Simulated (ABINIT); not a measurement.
PbSe (Clausthalite):

```xyz
2
Lattice="0.0000 3.0606 3.0606 3.0606 0.0000 3.0606 3.0606 3.0606 0.0000" Properties=species:S:1:pos:R:3 pbc="T T T"
Pb    0.0000    0.0000    0.0000
Se    3.0606    3.0606    3.0606
```

Base run:

* Program: ABINIT 10.8.3 (patched build)
* Functional: rPW86PBE
* Potentials or basis: JTH PAW PBE v2.0 sp
* Cutoff: 408 eV
* k mesh: 8 × 8 × 8
* Occupations: fermi-dirac, width 0.05 eV
* Spin: no spin polarisation

Its results: band gap on the k mesh 0.30 eV, direct; pressure 5.6 GPa.

**Question.** The run is repeated on the same cell with these changes: functional from rPW86PBE to OLYP. What comes out?

**Answer.** Band gap on the k mesh 0.63 eV, direct; pressure 3.4 GPa.

Caveats: the PAW data sets were made with another functional, which shifts forces and pressure a little; spin-orbit coupling is left out, which as a rule narrows the gap of such compounds by several tenths of an eV; this set keeps more shells in the core, which shifts pressures and gaps.
